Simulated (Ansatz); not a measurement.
WS₂: ideal shear of a crystal plane

Theory: DFT PBEsol, scalar-relativistic, plane waves, PAW in Ansatz. The runs took a 420 eV cutoff, a Γ-centred 10×10×2 mesh and Gaussian smearing (0.05 eV). Spin–orbit coupling is left out, which can shift energies with elements as heavy as these. No spin polarisation. Energies are free energies at this smearing, counted from the undisturbed cell; pressure is positive in compression.

The starting cell (as given, not relaxed at this level; it stands at -0.6 GPa; this form isn't the usual structure):

```
W S
1.0
    -1.57900   -2.73491    0.00000
     1.57900   -2.73491    0.00000
     0.00000    0.00000   18.48999
W S
3 6
Cartesian
  0.0000 0.0000 13.1186
  0.0000 -1.8233 0.7920
  0.0000 -3.6465 6.9553
  0.0000 0.0000 8.5017
  0.0000 -1.8233 14.6650
  0.0000 -3.6465 2.3384
  0.0000 0.0000 5.3713
  0.0000 -1.8233 11.5347
  0.0000 -3.6465 17.6980
```

The cell holds layers and no dispersion correction was added, so their binding is poorly described.

The cut lies on the cell's a–b face, a (0 0 -1) plane (indices in the standard cell, whose axes needn't be the Cartesian ones shown) of area 8.64 Å², between layers 1.58 Å apart. Vector c is tilted by f times 1·a + 0·b (length 3.158 Å) with the atoms' Cartesian places fixed: one unrelaxed fault a cell. The traction is dγ/du, the slope of γ against the slip u in Å. Some rows repeat others by symmetry and weren't run.

```csv
f,γ (mJ/m²),traction (GPa)
0.0000,0,0.0
0.1000,914,57.0
0.2000,3428,95.6
0.3000,6249,79.2
0.4000,8434,54.3
0.5000,9353,0.0
0.6000,8434,-54.3
0.7000,6249,-79.2
0.8000,3428,-95.6
0.9000,914,-57.0
```

Read off the first barrier and the stress needed to climb it, and compare with Frenkel's sinusoid.

The first sampled maximum lies at f = 0.500, a slip of 1.58 Å, with γ ≈ 9353 mJ/m², which stands in for the unstable fault energy γ_us, and the steepest sampled slope before it is 95.6 GPa. A sinusoid γ = γ_us sin²(πu/λ) with its maximum there has λ = 3.16 Å and a largest slope πγ_us/λ = 93.0 GPa (1 mJ/m² per Å = 0.01 GPa). The stand-in is too high: the stress and forces give a traction of 167.4 GPa across the line at this point, so it is no saddle, and slip that bends off the line crosses lower.

Is there a metastable fault on this line?

Apart from points where γ returns to about zero, no local minimum shows among the samples, so at this sampling the line offers no fault for a dislocation to split on; a fault can still lie off the line.

The cut is rigid; relaxing the faces lowers these energies and usually the stresses. The start isn't at rest at this level: it stands under -0.6 GPa with forces up to 0.60 eV/Å, so these aren't the figures of the relaxed crystal.

Cost: 6 runs of about 6.6 core-minutes in all, on Intel Xeon Processor @ 2.70GHz (shared hosts).